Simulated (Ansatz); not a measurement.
# Calculated ¹⁴N nuclear quadrupole resonance for Zr3N4

Cell: a COD entry, ions relaxed with PBE at fixed cell.

Space group I-43d (No. 220); a = 6.7400 Å.

```
site  Wyckoff  site symmetry       x       y       z
  Zr      12a           -4..  0.3750  0.0000  0.2500
   N      16c            .3.  0.0687  0.0687  0.0687
```

One atom of each set is listed; the run and its k-mesh use a cell of 14 atoms with edges of 5.84, 5.84, 5.84 Å.

Method: Kohn–Sham DFT in Ansatz, PBE, plane waves and PAW (field gradients read without the response of the frozen cores, which leaves them typically 4 to 6 % off), scalar-relativistic, 420 eV cutoff, Γ-centred 6×6×6 k-points, Fermi–Dirac smearing 0.02 eV.

¹⁴N: I = 1, Q = 20.44 mb (year-2017 value). Static lattice, zero field.

Task: The simulated lines lie at 0.218 MHz. What are |C_Q|, η and |V_zz| at N?

Result: For I = 1 the lines are ν± = (3/4)|C_Q|(1 ± η/3) and ν₀ = |C_Q|η/2. Here |C_Q| = 0.291 MHz, η = 0.00 and |V_zz| = 0.59 × 10²¹ V/m². The calculation gives V_zz positive; the lines don't show the sign. The site has 6 Zr at 2.23–2.44 Å.

An axis of threefold or higher order runs through N, so V_zz lies along it and η is zero.

Without spin–orbit coupling (the program notes it for Zr) the gradients can shift somewhat, as the gap is small. With a gap of 0.7 eV on this mesh, small gradients can still move by 0.1 × 10²¹ V/m² or more as the k-mesh gets denser.
